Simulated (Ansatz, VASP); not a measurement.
# One calculation of AlN, two programs

```
CELL_PARAMETERS angstrom
0.00000 2.03452 2.03452
2.01417 0.00000 2.03452
2.01417 2.03452 0.00000
ATOMIC_POSITIONS crystal
Al 0.50000 0.50000 0.50000
N 0.00000 0.00000 0.00000
```

Change from the starting cell: strain = -0.01.

Alike in both runs: task single point; functional PBE; k mesh 11 × 11 × 11; occupations fermi-dirac, width 0.05 eV; no spin polarisation.

|  | VASP | Ansatz |
| --- | --- | --- |
| version | VASP 6.6.1 | Ansatz 0.2.0 |
| potentials or method | VASP PAW PBE potentials, release 64 (Al, N) | Ansatz PAW |
| plane-wave cutoff (eV) | 520 | 420 |
| valence electrons in the cell | 8 | 8 |

```csv
,VASP,Ansatz,Ansatz less VASP
gap on the k mesh at the Fermi level (eV),4.57,4.59,+0.023
least direct gap on the mesh (eV),5.52,5.51,-0.011
pressure (GPa),2.6,2.9,+0.29
largest component of the traceless stress (GPa),1.86,1.86,+0.007
```

The functional is the same, so the differences come from potentials, cutoffs and numerics.

Caveats: an odd mesh through Γ misses points on the zone boundary, where band edges often lie (VASP); odd divisions of the mesh miss points on the zone boundary, where band edges often lie, so the gap on the mesh can be too wide (Ansatz); the pressure holds a Pulay correction of +0.6 GPa for the finite cutoff (Ansatz).
